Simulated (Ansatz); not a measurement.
# BaTe: the cost of one run

Program: Ansatz 0.2.0. Level of theory: DFT PBE, scalar-relativistic, plane waves, PAW. These are calculated values, not measurements.

1 further run of the same task is left out (set aside as unsound or not needed).

### 1 The structure to begin with

The structure is cubic, space group Fm-3m (No. 225). Conventional cell: a = 6.820 Å, b = 6.820 Å, c = 6.820 Å, α = 90.00°, β = 90.00°, γ = 90.00°. Ba (site symmetry m-3m) is surrounded by 6 Te at 3.41 Å. Around Te (site symmetry m-3m) lie 6 Ba at 3.41 Å.

Coordinates:

```
CELL_PARAMETERS angstrom
0.00000 3.41000 3.41000
3.41000 0.00000 3.41000
3.41000 3.41000 0.00000
ATOMIC_POSITIONS crystal
Ba 0.00000 0.00000 0.00000
Te 0.50000 0.50000 0.50000
```

The structure comes from the Crystallography Open Database.

### 2 A distortion that keeps the symmetry

Against the listed cell: strain xx, yy, zz, yz, xz, xy = +0.9, +0.9, +0.9, +0.0, +0.0, +0.0 %.

The input, input.yaml:

```yaml
crystal:
  lattice:
    - [0.0, 3.4397011, 3.4397011]
    - [3.4397011, 0.0, 3.4397011]
    - [3.4397011, 3.4397011, 0.0]
  atoms:
    - { symbol: Ba, position: [0.0, 0.0, 0.0] }
    - { symbol: Te, position: [0.5, 0.5, 0.5] }
basis:
  ecutwfc: 420
kpoints:
  mp_grid: { grid: [8, 8, 8] }
hamiltonian:
  xc: pbe
scf:
  occupations: { method: gaussian, width: 0.02 }
output:
  forces: true
  stress: true
  eigenvalues: true
  populations: true
```

The run is started by

```
> ansatz run input.yaml --threads 1 --pin off --max-ram 1331MiB --backend cpu --events-out ev --progress --plain --runs-dir out
```

What time and memory should one allow on 1 thread of an x86-64 CPU, shared host?

About 6.1 s, with a peak of 0.38 GiB.
